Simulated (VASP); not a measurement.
## Si: relaxation of cell and atoms with revPBE+D4

Si:

```
Si
1.0
     0.00000    2.72185    2.72185
     2.72185    0.00000    2.72185
     2.72185    2.72185    0.00000
Si
2
Cartesian
  2.7219 2.7219 2.7219
  4.0828 4.0828 4.0828
```

```yaml
Program: VASP 6.6.1
Task: relaxation of cell and atoms
Functional: revPBE
Dispersion: D4
Potentials_or_basis: VASP PAW PBE potentials, release 64 (Si)
Cutoff: 600 eV
k_mesh: 8 × 8 × 8
Occupations: fermi-dirac, width 0.05 eV
Spin: no spin polarisation
Further_INCAR_settings: ALGO = Normal; EDIFF = 1e-06; IBRION = 2; EDIFFG = -0.01; NSW = 40; ISIF = 3
```

```yaml
Relaxed_volume: 19.58 Å³/atom
Relaxed_cell: a = 3.812 Å, b = 3.812 Å, c = 3.812 Å, α = 60.00°, β = 60.00°, γ = 60.00°
Space_group_after_relaxing_to_0.05_Å: Fd-3m (No. 227)
Energy_gained_by_relaxing: 5.0 meV/atom
Ionic_steps: 3
Pressure_after_relaxing: 0.0 GPa
Band_gap_on_the_k_mesh: 0.61 eV, indirect (least direct gap 2.58 eV)
Dispersion_energy_per_atom: -0.602 eV
```

Step by step:
```
step  energy change (eV)  largest force (eV/Å)  pressure (GPa)  volume (Å³)
   1              0.0000                0.0000           -2.65        40.33
   2             -0.0053                0.0000            1.99        38.41
   3             -0.0099                0.0000            0.01        39.17
```

Final structure:
```
Si
1.0
     0.00000    2.69546    2.69546
     2.69546    0.00000    2.69546
     2.69546    2.69546    0.00000
Si
2
Direct
  0.50000 0.50000 0.50000
  0.75000 0.75000 0.75000
```

Levels at points of the mesh, in eV from the valence-band top:
| k point | band 2 | band 3 | band 4 | band 5 | band 6 | band 7 |
| --- | --- | --- | --- | --- | --- | --- |
| (0.00, 0.00, 0.00) | 0.00 | 0.00 | 0.00 | 2.58 | 2.58 | 2.58 |
| (0.50, 0.00, 0.00) | -7.05 | -1.22 | -1.22 | 1.67 | 3.33 | 3.33 |
| (0.50, 0.50, 0.00) | -7.87 | -2.90 | -2.90 | 0.70 | 0.70 | 10.34 |

It took 19 s on 1 thread of Intel(R) Xeon(R) Platinum 8375C CPU @ 2.90GHz (Ice Lake) (shared host), peak memory 0.17 GiB.

Caveat: the PAW data sets were made with another functional, which shifts forces and pressure a little. A k mesh can miss the band edges.
